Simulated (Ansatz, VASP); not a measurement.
## Two plane-wave programs on Ta

```xyz
1
Lattice="-1.6333 1.6333 1.6333 1.6333 -1.6333 1.6333 1.6333 1.6333 -1.6333" Properties=species:S:1:pos:R:3 pbc="T T T"
Ta    0.0000    0.0000    0.0000
```

Alike in both runs: functional PBE; k mesh 15 × 15 × 15; no spin polarisation.

Ansatz relaxed the structure, and its values are those at the end. VASP's run is a single point on that final structure, the one shown.

|  | VASP | Ansatz |
| --- | --- | --- |
| version | VASP 6.6.1 | Ansatz 0.2.0 |
| potentials or method | VASP PAW PBE potentials, release 64 (Ta_pv) | plane waves, PAW |
| plane-wave cutoff (eV) | 520 | 420 |
| occupations | methfessel-paxton of order 1, width 0.1 eV | cold, width 0.1 eV |
| valence electrons in the cell | 11 | 13 |

|  | VASP | Ansatz | Ansatz less VASP |
| --- | --- | --- | --- |
| pressure (GPa) | 10.1 | 10.0 | -0.09 |

The two sets of potentials don't hold the same shells in valence.

Spin-orbit coupling is left out, which matters for the levels of Ta.
